## Energy, pressure and stiffness

The pressure of a cold crystal is the rate at which its energy rises as its volume shrinks, $P=-\mathrm{d}E/\mathrm{d}V$. Here $E$ is the energy per atom and $V$ the volume per atom. Both energy and pressure come from density functional calculations on body-centred cubic (bcc) aluminium, with the lattice held at twelve fixed volumes. The pressure was obtained from the stress on the cell, not by differencing the energies. A positive value means that the crystal pushes outward, a negative one that it has to be held stretched.

Density functional calculations with Ansatz 0.2.0 on bcc aluminium: r2SCAN, scalar-relativistic, PAW, no spin polarisation, 500 eV plane-wave cutoff, 18×18×18 k mesh, Gaussian smearing of 0.1 eV. Energies are extrapolated to zero smearing and counted from aluminium's standard crystal in the same functional; pressure is positive in compression.

| volume (Å³/atom) | shortest distance (Å) | energy over elements (eV/atom) | pressure (GPa) |
| --- | --- | --- | --- |
| 14.266 | 2.646 | 0.188 | 13.810 |
| 14.753 | 2.676 | 0.153 | 9.460 |
| 14.812 | 2.680 | 0.150 | 8.980 |
| 15.239 | 2.705 | 0.130 | 5.760 |
| 15.540 | 2.723 | 0.121 | 3.760 |
| 15.725 | 2.734 | 0.118 | 2.630 |
| 16.116 | 2.756 | 0.114 | 0.470 |
| 16.212 | 2.762 | 0.114 | -0.020 |
| 16.698 | 2.789 | 0.117 | -2.260 |
| 17.184 | 2.816 | 0.127 | -4.180 |
| 17.833 | 2.851 | 0.148 | -6.330 |
| 17.909 | 2.855 | 0.152 | -6.550 |

The energy is counted from aluminium's standard crystal, which is face-centred cubic. Its lowest value, 0.114 eV per atom, is therefore the price of the bcc arrangement, and only the rise above it is the cost of changing the volume. The table doesn't show that bcc aluminium would survive in practice. The cubic symmetry makes the three stresses equal whether or not the crystal would resist a shear, and bcc aluminium is in fact known to be unstable near zero pressure.

## A curve that stiffens one way and softens the other

The energy has a flat minimum. Two neighbouring rows, at 16.116 and 16.212 Å³, share the same printed energy, yet the pressure changes sign between them. Pressure thus locates the bottom of the curve far more sharply than energy does.

Moving away from the bottom by equal amounts brings out the asymmetry. The rows at 15.239 and 17.184 Å³ lie about 6 % below and above the volume of zero pressure. Squeezing calls up 5.76 GPa, stretching only 4.18 GPa of tension. The energy, which is the area under the pressure curve, also rises more on the squeezed side.

The cause can be read from the bulk modulus, $B=-V\,\mathrm{d}P/\mathrm{d}V$, the resistance to a given fractional change of volume. Taken from neighbouring pressures, it falls at every step as the crystal expands. Between the two smallest volumes it is 130 GPa; between 17.184 and 17.833 Å³ it is 58 GPa. No row breaks this smooth course.

## Why the resistance changes

The electron theory of simple metals offers a reason. Squeezing the valence electrons into less room raises their kinetic energy as $V^{-2/3}$. They are also kept out of the ion cores, and this repulsive cost grows as $V^{-1}$, in step with their density. What holds the metal together, the attraction between electrons and ions along with electron exchange, strengthens only as $V^{-1/3}$.

Each energy term gives a pressure with one more power of $1/V$. When the volume shrinks by 6 %, the inward pull grows by about 9 %, the kinetic push by 11 % and the core push by 13 %. The repulsive terms win, and their lead widens faster the further the crystal is squeezed. On stretching they fade first, and the pull that is left weakens too, so the restoring force grows ever more slowly.

In this picture the kinetic pressure alone is of the order of a hundred gigapascals. The pressures in the table are small remainders of large, opposing contributions. This balance is argued from theory, since the calculation gives only the total.

## From softening to a pressure: a worked estimate

Near the minimum, two constants describe the curve: the bulk modulus at zero pressure, $B_0$, and its rise per unit of pressure, $B'$. Write the compression as $\varepsilon=(V_0-V)/V_0$, where $V_0$ is the volume of zero pressure. Inserting $B\approx B_0+B'P$ into the definition of $B$ and keeping terms up to $\varepsilon^2$ gives

$$P\approx B_0\,\varepsilon\left[1+\tfrac12(B'+1)\,\varepsilon\right].$$

The bracket holds the asymmetry: it exceeds one in compression and is less than one in tension.

For this crystal $B_0$ is 82 GPa and $B'$ is 4.4. With $\varepsilon=0.06$ the first factor is $82\times0.06=4.92$ GPa, and the correction is $\tfrac12\times5.4\times0.06=0.16$. The estimates are then

$$4.92\times1.16=5.7\ \text{GPa},\qquad 4.92\times0.84=4.1\ \text{GPa}$$

for squeezing and stretching. The table has 5.76 and 4.18 GPa. Both rows took part in fixing the two constants, so the agreement shows that the short formula suffices at this strain; it is no independent prediction.

## Where the constants come from

The constants were obtained by fitting the Vinet equation of state to the pressures of all twelve rows. This standard form assumes that the binding energy dies away roughly exponentially as the atoms are drawn apart. A stricter test is to integrate the fitted pressure and compare the result with the energies, which were not used except to set their common zero. The two agree within 0.6 meV per atom, about the last printed digit of the energy. Energy and pressure therefore describe one curve, as the printed analysis below shows row by row.

Such a fit doesn't reveal which forces make the curve. For that, the electron picture has to face the same numbers.

## How far the electron gas goes

Suppose that one repulsive energy $V^{-m}$ balances one attractive energy $V^{-n}$ at $V_0$. The pressure is then

$$P=K\left[(V_0/V)^{m+1}-(V_0/V)^{n+1}\right],$$

where $K$ sets the strength. Differentiating once gives $B$, and comparing the changes of $B$ and $P$ at $V_0$ gives

$$B'=\frac{(m+1)^2-(n+1)^2}{m-n}=m+n+2.$$

The steeper the forces, the stronger the softening on expansion, whatever the strength $K$.

For kinetic repulsion against the attraction, $m=2/3$ and $n=1/3$, so $B'=3$. For core repulsion, $m=1$ and $B'=10/3$. A mixture of the two repulsions must lie between these limits. The calculated crystal lies well above them, at 4.4 from the fit and 4.3 from neighbouring pressures alone.

The picture still accounts for much of the asymmetry. A crystal that resisted squeezing and stretching equally, with pressure a straight line in volume, would need $B'=-1$. Simple electron-gas forces already lift this to about 3.2, most of the way to the calculated value.

It does much worse on stiffness itself. The model used here has three valence electrons per atom and ions of charge three, each in a sphere of its own. The strength of the core repulsion was chosen to give zero pressure at the right volume. The resulting bulk modulus is 156 GPa, 1.9 times the fitted value. The bulk modulus is a difference between large contributions, so moderate errors in the parts leave a large error in the result.

## The part that remains to be explained

The model treats the electrons as a uniform gas. In the real crystal they gather and thin out in response to the ions, and this response changes with volume. The model's core is crude too, since it repels all valence electrons alike. Changing only its shape wouldn't help: in a uniform gas the cost of any such core goes as $V^{-1}$, and its strength is already fixed by the volume of zero pressure. A real core acts differently on electrons of different speed and angular momentum, which brings in other powers of the volume. Either this selectivity or the response of the electrons may supply the missing softening and remove the excess stiffness, but total energies and pressures can't tell their shares apart. Electron correlation, which the model leaves out, is an unlikely cause. Its attraction varies even more slowly with volume than that of exchange, so with the core term set anew for zero pressure it would make the model slightly stiffer and lower its $B'$. The open question is which of the two does most of the work. To answer it, one would have to add the response and a selective core to the electron gas one at a time and see which brings both the bulk modulus and its pressure derivative towards the calculated values.

Numerical output:

```
fit of pressure on 12 rows: coefficient of (1-xr)/xr**2*exp(s*(1-xr)) 245.6 +/- 0.18, s 5.15; rms 0.0154, worst 17.909 0.0213, leave-one-out rms 0.0188
Models against the table:
     row  B from row before (GPa)  tangent pressure (GPa)  electron-gas pressure (GPa)  Vinet energy less table (meV)
  14.266                      n/a                   9.808                        24.53                         0.3054
  14.753                    129.6                   7.348                        17.12                         0.1316
  14.812                    120.3                    7.05                        16.29                        -0.2638
  15.239                    113.3                   4.894                        10.65                         0.1678
   15.54                    102.3                   3.374                        7.043                         0.2194
  15.725                    95.48                    2.44                        4.967                        -0.4852
  16.116                    87.95                   0.465                       0.8988                        -0.2346
  16.212                     82.5                -0.01979                     -0.03777                        -0.3693
  16.698                    75.84                  -2.474                       -4.436                         0.2139
  17.184                    66.93                  -4.928                       -8.316                         0.1239
  17.833                       58                  -8.206                        -12.8                         0.5727
  17.909                    51.73                   -8.59                       -13.28                        -0.3817
Volume of zero pressure (Å³/atom): 16.21
Bulk modulus at zero pressure, Vinet (GPa): 81.85
Pressure derivative of bulk modulus, Vinet: 4.433
Same derivative, mean from neighbouring pressures: 4.279
Volume change of row 15.239 from zero pressure (%): -5.979
Volume change of row 17.184 from zero pressure (%): 6.021
Size of pressure, row 15.239 over row 17.184: 1.378
Energy of row 15.239 above the lowest (meV/atom): 16
Energy of row 17.184 above the lowest (meV/atom): 13
Largest energy rise in the table (meV/atom): 74
Kinetic pressure of free electrons, order only (GPa): 140.5
Bulk modulus of electron-gas model (GPa): 156.3
Electron-gas bulk modulus over Vinet one: 1.91
Pressure derivative in electron-gas model: 3.233
Spread of smearing entropy term (meV): 0.7227
```
